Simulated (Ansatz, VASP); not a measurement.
## LiSe3 in VASP and in Ansatz

The input INCAR:

```
  ALGO = Normal
  EDIFF = 1E-7
  EDIFFG = -0.04
  ENCUT = 600
  GGA = PE
  IBRION = 2
  ISIF = 3
  ISMEAR = 0
  LASPH = True
  LCHARG = False
  LREAL = False
  LWAVE = False
  NELM = 100
  NSW = 90
  PREC = Accurate
  SIGMA = 0.1
```

KPOINTS

```
k-points
0
Gamma
  4 4 4
```

POSCAR

```
LiSe3
1.0
    4.3892703900      0.0000000000      0.0000000000
    0.0000000000      4.3892703900      0.0000000000
    0.0000000000      0.0000000000      5.4787875400
Li Se
1 3
Direct
    0.0000000000      0.0000000000      0.0000000000
    0.5000000000      0.5000000000      0.2003199800
    0.5000000000      0.5000000000      0.7996800200
    0.0000000000      0.0000000000      0.5000000000
```

Input for Ansatz:

```yaml
crystal:
  lattice:
    - [4.38927039, 0.0, 0.0]
    - [0.0, 4.38927039, 0.0]
    - [0.0, 0.0, 5.47878754]
  atoms:
    - { symbol: Li, position: [0.0, 0.0, 0.0] }
    - { symbol: Se, position: [0.5, 0.5, 0.20031998] }
    - { symbol: Se, position: [0.5, 0.5, 0.79968002] }
    - { symbol: Se, position: [0.0, 0.0, 0.5] }
basis:
  ecutwfc: 420
kpoints:
  mp_grid: { grid: [4, 4, 4] }
hamiltonian:
  xc: pbe
scf:
  occupations: { method: gaussian, width: 0.1 }
  lower_state_search: "off"
output:
  forces: true
  stress: true
  eigenvalues: true
relax:
  adjacent_minimum: "off"
  f_tol: 0.04
  max_steps: 70
  cell: { stress_tol: 0.4 }
```

Alike in both runs: task relaxation of cell and atoms; functional PBE; k mesh 4 × 4 × 4; occupations gaussian, width 0.1 eV; no spin polarisation.

|  | VASP | Ansatz |
| --- | --- | --- |
| version | VASP 6.6.1 | Ansatz 0.2.0 |
| potentials or method | VASP PAW PBE potentials, release 64 (Li_sv, Se) | scalar-relativistic, plane waves, PAW |
| plane-wave cutoff (eV) | 600 | 420 |
| valence electrons in the cell | 21 | 51 |

```csv
,VASP,Ansatz,Ansatz less VASP
"gap on the k mesh at the Fermi level, each at its own relaxed structure (eV)",none,none,-
relaxed volume (Å³/atom),21.33,21.34,+0.015
relaxed cell length with the largest relative difference (Å),5.406,5.438,+0.0318
energy change over the relaxation (meV/atom),-80,-78,+2.3
```

A gap of «none» marks a metal or a gap that the smearing closes. The two sets of potentials don't hold the same shells in valence.

Caveats: the cutoff is under 1.25 times the usual one of these potentials, so pressure, stress and relaxed cells hold a basis-set (Pulay) error (VASP); the volume moved by over 15 % at a fixed basis, so the end points are rough (VASP).
